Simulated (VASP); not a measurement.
PtS2: band structure with r2SCAN

Crystal: PtS2.

```
CELL_PARAMETERS angstrom
3.54320 0.00000 0.00000
-1.77160 3.06850 0.00000
0.00000 0.00000 5.03880
ATOMIC_POSITIONS crystal
Pt 0.00000 0.00000 0.00000
S 0.66667 0.33333 0.77300
S 0.33333 0.66667 0.22700
```

```yaml
Program: VASP 6.6.1
Task: band structure
Functional: r2SCAN
Potentials_or_basis: VASP PAW PBE potentials, release 64 (Pt, S)
Cutoff: 520 eV
k_mesh: 9 × 9 × 5
Occupations: fermi-dirac, width 0.05 eV
Spin: no spin polarisation
Further_INCAR_settings: ALGO = Normal; EDIFF = 1e-07
```

```yaml
Pressure: 9.2 GPa
Largest_force: 1.210 eV/Å
Band_gap_on_the_k_mesh: 1.19 eV, indirect (least direct gap 1.25 eV)
Band_gap_along_the_path: 1.19 eV, indirect (least direct gap 1.74 eV)
```

Forces on the atoms (eV/Å):
```
Pt   0.000  0.000  0.000
S    0.000  0.000 -1.210
S    0.000  0.000  1.210
```

Stress tensor (GPa, compression positive):
```
9.17 0.00 0.00
0.00 9.17 0.00
0.00 0.00 9.36
```

Levels at the corners of the path, in eV from the valence-band top:
```tsv
point	band 9	band 10	band 11	band 12	band 13	band 14
Γ	-1.17	-1.17	-0.08	2.66	2.66	5.25
M	-3.38	-3.08	-2.39	1.98	3.06	5.91
M	-3.38	-3.08	-2.39	1.98	3.06	5.91
K	-2.78	-1.56	-1.56	1.23	1.23	6.09
K	-2.78	-1.56	-1.56	1.23	1.23	6.09
Γ	-1.17	-1.17	-0.08	2.66	2.66	5.25
Γ	-1.17	-1.17	-0.08	2.66	2.66	5.25
A	-1.36	-1.36	-0.90	3.15	3.15	5.96
A	-1.36	-1.36	-0.90	3.15	3.15	5.96
L	-3.19	-2.81	-1.40	2.28	2.59	5.81
L	-3.19	-2.81	-1.40	2.28	2.59	5.81
H	-3.67	-1.97	-1.97	2.43	2.43	7.76
H	-3.67	-1.97	-1.97	2.43	2.43	7.76
A	-1.36	-1.36	-0.90	3.15	3.15	5.96
L	-3.19	-2.81	-1.40	2.28	2.59	5.81
M	-3.38	-3.08	-2.39	1.98	3.06	5.91
K	-2.78	-1.56	-1.56	1.23	1.23	6.09
H	-3.67	-1.97	-1.97	2.43	2.43	7.76
```

Wall time 3.5 min on 1 thread of Intel(R) Xeon(R) 6975P-C (Granite Rapids) (shared host), peak memory 0.21 GiB.

Caveat: the PAW data sets were made with another functional, which shifts forces and pressure a little; spin-orbit coupling is left out, which moves the levels of the heavy elements. r2SCAN opens gaps a little over a GGA but as a rule still falls short of measured ones.
